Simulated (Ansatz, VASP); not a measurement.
Two plane-wave programs on Bi

```xyz
2
Lattice="3.1995 0.0000 0.0000 0.0000 3.2206 0.0000 -0.0140 0.0000 6.4085" Properties=species:S:1:pos:R:3 pbc="T T T"
Bi    1.3950    0.0000    1.6021
Bi    1.7905    0.0000    4.8064
```

Change from the starting cell: uniaxial strain along a, b, c and atoms relaxed: -1.5 %.

Alike in both runs: functional PBEsol; k mesh 14 × 14 × 8; occupations gaussian, width 0.1 eV; no spin polarisation.

Ansatz relaxed the structure, and its values are those at the end. VASP's run is a single point on that final structure, the one shown.

|  | VASP | Ansatz |
| --- | --- | --- |
| version | VASP 6.6.1 | Ansatz 0.2.0 |
| potentials or method | VASP PAW PBE potentials, release 64 (Bi_d) | scalar-relativistic, plane waves, PAW |
| plane-wave cutoff (eV) | 520 | 420 |
| valence electrons in the cell | 30 | 30 |

|  | VASP | Ansatz | Ansatz less VASP |
| --- | --- | --- | --- |
| gap on the k mesh at the Fermi level (eV) | none | none | - |
| pressure (GPa) | 0.4 | 0.5 | +0.07 |

A gap of «none» marks a metal or a gap that the smearing closes.

Caveats: the PAW data sets were made with another functional, which shifts forces and pressure a little (VASP); spin-orbit coupling is left out, which moves the levels of the heavy elements.
